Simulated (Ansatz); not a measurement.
# Ni: pressure against volume, fitted

```
CELL_PARAMETERS angstrom
0.00000 1.76795 1.76795
1.76795 0.00000 1.76795
1.76795 1.76795 0.00000
ATOMIC_POSITIONS crystal
Ni 0.00000 0.00000 0.00000
```

The geometry is COD entry 2100640, unchecked; take it as a test cell.

The calculation used DFT, PBE, all-electron LAPW, scalar-relativistic in Ansatz 0.2.0.

Numerical set-up: a Γ-centred 20×20×20 k mesh, Fermi–Dirac smearing of 0.05 eV, basis error target 0.25 meV/atom, spin-polarised from start moments Ni 1.5 μB.

The cell is scaled evenly. Fractional coordinates are held (clamped ions).

```json
{"V (Å³/atom)": "10.499", "P (GPa)": "7.98"}
{"V (Å³/atom)": "10.610", "P (GPa)": "5.56"}
{"V (Å³/atom)": "10.776", "P (GPa)": "2.17"}
{"V (Å³/atom)": "10.831", "P (GPa)": "1.11"}
{"V (Å³/atom)": "10.941", "P (GPa)": "-0.92"}
{"V (Å³/atom)": "11.052", "P (GPa)": "-2.83"}
{"V (Å³/atom)": "11.162", "P (GPa)": "-4.63"}
{"V (Å³/atom)": "11.273", "P (GPa)": "-6.32"}
{"V (Å³/atom)": "11.328", "P (GPa)": "-7.13"}
{"V (Å³/atom)": "11.494", "P (GPa)": "-9.42"}
{"V (Å³/atom)": "11.605", "P (GPa)": "-10.83"}
{"V (Å³/atom)": "11.715", "P (GPa)": "-12.16"}
```

**Question.** Fit a third-order Birch–Murnaghan curve to the pressures.

**Answer.** P = (3B0/2)(y^(7/2) − y^(5/2))[1 + (3/4)(B0′ − 4)(y − 1)] with y = (V0/V)^(2/3) fits within 0.01 GPa for V0 = 10.891 Å³/atom, B0 = 199.4 GPa and B0′ = 4.93.

**Question.** Predict the pressure at the withheld volume, 10.389 Å³/atom.

**Answer.** There y = 1.0319, so the fit gives 10.57 GPa; the run gave 10.56 GPa.
